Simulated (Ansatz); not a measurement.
Relaxing manganese (alpha-Mn (A12))

Theory: DFT, RPBE, plane waves (420 eV) with PAW, scalar-relativistic in Ansatz. (PAW data from PBE, frozen cores regenerated.)

k-point mesh 3×3×3, Fermi-Dirac smearing 0.05 eV, starting moments 3.00, -2.50 ×4, -0.60 ×12, 0.60 ×12 μB. Cell and atoms relax.

Starting structure:

```
Mn
1.0
    -4.40000    4.40000    4.40000
     4.40000   -4.40000    4.40000
     4.40000    4.40000   -4.40000
Mn
29
Direct
  0.36600 0.00000 0.00000
  0.60900 0.32300 0.00000
  0.60900 0.00000 0.32300
  0.81100 0.63300 0.00000
  0.81100 0.00000 0.63300
  0.82200 0.18900 0.18900
  0.00000 0.36600 0.00000
  0.32300 0.60900 0.00000
  0.00000 0.60900 0.32300
  0.63300 0.81100 0.00000
  0.00000 0.81100 0.63300
  0.18900 0.82200 0.18900
  0.00000 0.00000 0.36600
  0.00000 0.32300 0.60900
  0.32300 0.00000 0.60900
  0.00000 0.63300 0.81100
  0.63300 0.00000 0.81100
  0.18900 0.18900 0.82200
  0.00000 0.00000 0.00000
  0.63400 0.63400 0.63400
  0.39100 0.39100 0.71400
  0.71400 0.39100 0.39100
  0.39100 0.71400 0.39100
  0.67700 0.67700 0.28600
  0.28600 0.67700 0.67700
  0.67700 0.28600 0.67700
  0.36700 0.36700 0.17800
  0.17800 0.36700 0.36700
  0.36700 0.17800 0.36700
```

Question: The pressure at the start is -5.5 GPa. By how much does the volume change?

Answer: From 11.75 to 11.39 Å³ per atom, -3.1 %. The final cell has a = 8.709 Å.

Question: How much energy does the relaxation gain?

Answer: 15.3 meV per atom.

Question: Which magnetic state does it end in?

Answer: ferrimagnetic, largest moment 3.16 μB in the atomic sphere; moments 3.16, -2.58 ×4, 0.69 ×12, -0.23 ×12 μB.
